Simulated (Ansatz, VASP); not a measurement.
# Li2H in VASP and in Ansatz

The input INCAR:

```
SYSTEM = Li2H
PREC     = Accurate       ! precision mode
ENCUT    = 600            ! plane-wave cutoff, eV
EDIFF    = 1E-6           ! SCF threshold, eV
ISMEAR   = 0              ! smearing method
SIGMA    = 0.1            ! smearing width, eV
LREAL    = .FALSE.        ! projectors in reciprocal space
LASPH    = .TRUE.         ! aspherical terms in the spheres
NELM     = 60             ! most SCF steps
ALGO     = Normal         ! electronic algorithm
ISIF     = 3              ! what is computed and relaxed
LWAVE    = .FALSE.        ! write WAVECAR
LCHARG   = .FALSE.        ! write CHGCAR
GGA      = PE             ! functional
IBRION   = 2              ! ionic algorithm
NSW      = 90             ! ionic steps
EDIFFG   = -0.04          ! ionic threshold
```

File KPOINTS:

```
regular mesh
0
G
  6 6 6
  0 0 0
```

POSCAR

```
Li2H
1.0
   -2.0626151003      2.0626151003      4.1075619767
    2.0626151003     -2.0626151003      4.1075619767
    2.0626151003      2.0626151003     -4.1075619767
Li H
4 2
Direct
    0.2721113347      0.2721113347      0.0000000000
    0.7278886653      0.7278886653      0.0000000000
    0.4778886653      0.9778886653      0.5000000000
    0.0221113347      0.5221113347      0.5000000000
    0.2500000000      0.7500000000      0.5000000000
    0.5000000000      0.5000000000      0.0000000000
```

Input for Ansatz:

```yaml
crystal:
  lattice:
    - [-2.0626151003, 2.0626151003, 4.1075619767]
    - [2.0626151003, -2.0626151003, 4.1075619767]
    - [2.0626151003, 2.0626151003, -4.1075619767]
  atoms:
    - { symbol: Li, position: [0.2721113347, 0.2721113347, 0.0] }
    - { symbol: Li, position: [0.7278886653, 0.7278886653, 0.0] }
    - { symbol: Li, position: [0.4778886653, 0.9778886653, 0.5] }
    - { symbol: Li, position: [0.0221113347, 0.5221113347, 0.5] }
    - { symbol: H, position: [0.25, 0.75, 0.5] }
    - { symbol: H, position: [0.5, 0.5, 0.0] }
basis:
  ecutwfc: 420
kpoints:
  mp_grid: { grid: [6, 6, 6] }
hamiltonian:
  xc: pbe
scf:
  occupations: { method: gaussian, width: 0.1 }
  lower_state_search: "off"
output:
  forces: true
  stress: true
  eigenvalues: true
relax:
  adjacent_minimum: "off"
  f_tol: 0.04
  max_steps: 70
  cell: { stress_tol: 0.4 }
```

Alike in both runs: task relaxation of cell and atoms; functional PBE; k mesh 6 × 6 × 6; occupations gaussian, width 0.1 eV; no spin polarisation.

|  | VASP | Ansatz |
| --- | --- | --- |
| version | VASP 6.6.1 | Ansatz 0.2.0 |
| potentials or method | VASP PAW PBE potentials, release 64 (Li_sv, H) | scalar-relativistic, plane waves, PAW |
| plane-wave cutoff (eV) | 600 | 420 |
| valence electrons in the cell | 14 | 14 |

```tsv
	VASP	Ansatz	Ansatz less VASP
gap on the k mesh at the Fermi level, each at its own relaxed structure (eV)	none	none	-
relaxed volume (Å³/atom)	11.65	11.65	0.000
relaxed cell length with the largest relative difference (Å)	5.038	5.038	0.0000
```

A gap of «none» marks a metal or a gap that the smearing closes.

Caveats: the cutoff is under 1.25 times the usual one of these potentials, so pressure, stress and relaxed cells hold a basis-set (Pulay) error (VASP); the relaxation stopped at its first step, so nothing moved.
